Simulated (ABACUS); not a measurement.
Input of an ABACUS 3.10.1 run:

run_abacus.py

```python
"""ABACUS run from a structure file: ASE reads it, the script writes STRU, KPT and INPUT."""
import re
import subprocess
import spglib
from ase import Atoms
from ase.io import read
from ase.units import Bohr

atoms = read("MgSe.cif")
cell, frac, numbers = spglib.standardize_cell((atoms.cell[:], atoms.get_scaled_positions(), atoms.numbers), to_primitive=True, symprec=1e-4)
atoms = Atoms(numbers=numbers, cell=cell, scaled_positions=frac, pbc=True)  # the primitive cell
atoms = atoms[(-atoms.numbers).argsort(kind="stable")]  # ABACUS lists atoms element by element
pseudo = {'Se': 'Se.upf', 'Mg': 'Mg.upf'}
orbital = {}
magmoms = None
kmesh = [6, 6, 6]
params = {
    'suffix': 'MgSe',
    'calculation': 'scf',
    'basis_type': 'pw',
    'pseudo_dir': './',
    'symmetry': 1,
    'dft_functional': 'pz',
    'ecutwfc': 87,
    'pseudo_rcut': 7,
    'nspin': 1,
    'nbands': 23,
    'ks_solver': 'dav',
    'smearing_method': 'fd',
    'smearing_sigma': 0.00367493,
    'scf_thr': 1e-08,
    'scf_nmax': 100,
    'mixing_type': 'broyden',
    'mixing_beta': 0.7,
    'cal_force': 1,
    'cal_stress': 1,
    'out_chg': 1,
    'kpar': 4,
}

symbols = atoms.get_chemical_symbols()
elements = list(dict.fromkeys(symbols))
lines = ["ATOMIC_SPECIES"] + [f"{e} {atoms.get_masses()[symbols.index(e)]:.4f} {pseudo[e]}" for e in elements]
if orbital:
    lines += ["", "NUMERICAL_ORBITAL"] + [orbital[e] for e in elements]
lines += ["", "LATTICE_CONSTANT", f"{1 / Bohr:.10f}", "", "LATTICE_VECTORS"]
lines += [" ".join(f"{x:.10f}" for x in v) for v in atoms.cell]
lines += ["", "ATOMIC_POSITIONS", "Direct"]
for e in elements:
    lines += ["", e, "0.0", str(symbols.count(e))]
    for i, p in enumerate(atoms.get_scaled_positions(wrap=False)):
        if symbols[i] == e:
            mag = "" if magmoms is None else " mag " + " ".join(str(x) for x in (magmoms[i] if isinstance(magmoms[i], list) else [magmoms[i]]))
            lines.append(" ".join(f"{x:.10f}" for x in p) + " 1 1 1" + mag)
open("STRU", "w").write("\n".join(lines) + "\n")
open("KPT", "w").write("K_POINTS\n0\nGamma\n%d %d %d 0 0 0\n" % tuple(kmesh))
open("INPUT", "w").write("INPUT_PARAMETERS\n" + "".join(f"{k:<20s}{v}\n" for k, v in params.items()))

done = subprocess.run(['mpirun', '-np', '4', 'abacus'])
if done.returncode:
    raise SystemExit(done.returncode)
log = open("OUT.MgSe/running_scf.log").read()
print("final energy (eV):", re.findall(r"FINAL_ETOT_IS (\S+)", log))
```

MgSe.cif

```cif
data_MgSe
_cell_length_a 5.45100000
_cell_length_b 5.45100000
_cell_length_c 5.45100000
_cell_angle_alpha 90.00000000
_cell_angle_beta 90.00000000
_cell_angle_gamma 90.00000000
_space_group_name_H-M_alt 'Fm-3m'
_space_group_name_Hall '-F 4 2 3'
_space_group_IT_number 225
loop_
_space_group_symop_operation_xyz
'x,y,z'
'-x,-y,-z'
'-y,x,z'
'y,-x,-z'
'-x,-y,z'
'x,y,-z'
'y,-x,z'
'-y,x,-z'
'x,-y,-z'
'-x,y,z'
'-y,-x,-z'
'y,x,z'
'-x,y,-z'
'x,-y,z'
'y,x,-z'
'-y,-x,z'
'z,x,y'
'-z,-x,-y'
'z,-y,x'
'-z,y,-x'
'z,-x,-y'
'-z,x,y'
'z,y,-x'
'-z,-y,x'
'-z,x,-y'
'z,-x,y'
'-z,-y,-x'
'z,y,x'
'-z,-x,y'
'z,x,-y'
'-z,y,x'
'z,-y,-x'
'y,z,x'
'-y,-z,-x'
'x,z,-y'
'-x,-z,y'
'-y,z,-x'
'y,-z,x'
'-x,z,y'
'x,-z,-y'
'-y,-z,x'
'y,z,-x'
'-x,-z,-y'
'x,z,y'
'y,-z,-x'
'-y,z,x'
'x,-z,y'
'-x,z,-y'
'x,y+1/2,z+1/2'
'-x,-y+1/2,-z+1/2'
'-y,x+1/2,z+1/2'
'y,-x+1/2,-z+1/2'
'-x,-y+1/2,z+1/2'
'x,y+1/2,-z+1/2'
'y,-x+1/2,z+1/2'
'-y,x+1/2,-z+1/2'
'x,-y+1/2,-z+1/2'
'-x,y+1/2,z+1/2'
'-y,-x+1/2,-z+1/2'
[... 41 lines left out ...]
'-x+1/2,-y,z+1/2'
'x+1/2,y,-z+1/2'
'y+1/2,-x,z+1/2'
'-y+1/2,x,-z+1/2'
'x+1/2,-y,-z+1/2'
'-x+1/2,y,z+1/2'
'-y+1/2,-x,-z+1/2'
'y+1/2,x,z+1/2'
'-x+1/2,y,-z+1/2'
'x+1/2,-y,z+1/2'
'y+1/2,x,-z+1/2'
'-y+1/2,-x,z+1/2'
'z+1/2,x,y+1/2'
'-z+1/2,-x,-y+1/2'
'z+1/2,-y,x+1/2'
'-z+1/2,y,-x+1/2'
'z+1/2,-x,-y+1/2'
'-z+1/2,x,y+1/2'
'z+1/2,y,-x+1/2'
'-z+1/2,-y,x+1/2'
'-z+1/2,x,-y+1/2'
'z+1/2,-x,y+1/2'
'-z+1/2,-y,-x+1/2'
'z+1/2,y,x+1/2'
'-z+1/2,-x,y+1/2'
'z+1/2,x,-y+1/2'
'-z+1/2,y,x+1/2'
'z+1/2,-y,-x+1/2'
'y+1/2,z,x+1/2'
'-y+1/2,-z,-x+1/2'
'x+1/2,z,-y+1/2'
'-x+1/2,-z,y+1/2'
'-y+1/2,z,-x+1/2'
'y+1/2,-z,x+1/2'
'-x+1/2,z,y+1/2'
'x+1/2,-z,-y+1/2'
'-y+1/2,-z,x+1/2'
'y+1/2,z,-x+1/2'
'-x+1/2,-z,-y+1/2'
'x+1/2,z,y+1/2'
'y+1/2,-z,-x+1/2'
'-y+1/2,z,x+1/2'
'x+1/2,-z,y+1/2'
'-x+1/2,z,-y+1/2'
'x+1/2,y+1/2,z'
'-x+1/2,-y+1/2,-z'
'-y+1/2,x+1/2,z'
'y+1/2,-x+1/2,-z'
'-x+1/2,-y+1/2,z'
'x+1/2,y+1/2,-z'
'y+1/2,-x+1/2,z'
'-y+1/2,x+1/2,-z'
'x+1/2,-y+1/2,-z'
'-x+1/2,y+1/2,z'
'-y+1/2,-x+1/2,-z'
'y+1/2,x+1/2,z'
'-x+1/2,y+1/2,-z'
'x+1/2,-y+1/2,z'
'y+1/2,x+1/2,-z'
'-y+1/2,-x+1/2,z'
'z+1/2,x+1/2,y'
'-z+1/2,-x+1/2,-y'
'z+1/2,-y+1/2,x'
'-z+1/2,y+1/2,-x'
'z+1/2,-x+1/2,-y'
'-z+1/2,x+1/2,y'
'z+1/2,y+1/2,-x'
'-z+1/2,-y+1/2,x'
'-z+1/2,x+1/2,-y'
'z+1/2,-x+1/2,y'
'-z+1/2,-y+1/2,-x'
'z+1/2,y+1/2,x'
'-z+1/2,-x+1/2,y'
'z+1/2,x+1/2,-y'
'-z+1/2,y+1/2,x'
'z+1/2,-y+1/2,-x'
'y+1/2,z+1/2,x'
'-y+1/2,-z+1/2,-x'
'x+1/2,z+1/2,-y'
'-x+1/2,-z+1/2,y'
'-y+1/2,z+1/2,-x'
'y+1/2,-z+1/2,x'
'-x+1/2,z+1/2,y'
'x+1/2,-z+1/2,-y'
'-y+1/2,-z+1/2,x'
'y+1/2,z+1/2,-x'
'-x+1/2,-z+1/2,-y'
'x+1/2,z+1/2,y'
'y+1/2,-z+1/2,-x'
'-y+1/2,z+1/2,x'
'x+1/2,-z+1/2,y'
'-x+1/2,z+1/2,-y'
loop_
_atom_site_label
_atom_site_type_symbol
_atom_site_symmetry_multiplicity
_atom_site_Wyckoff_symbol
_atom_site_fract_x
_atom_site_fract_y
_atom_site_fract_z
_atom_site_occupancy
Se1 Se 4 b 0.5000000000 0.0000000000 0.0000000000 1
Mg1 Mg 4 a 0.0000000000 0.0000000000 0.0000000000 1
```

Potentials or basis: PseudoDojo NC SR 0.4.1 LDA standard, plane waves.

Launch:

```console
$ OMP_NUM_THREADS=1 python run_abacus.py > log
```

(1) What does it give for the pressure?

(2) Estimate the band gap on the k mesh.

## Answers

(1) -2.0 GPa.

(2) 1.65 eV, indirect (least direct gap 2.37 eV).
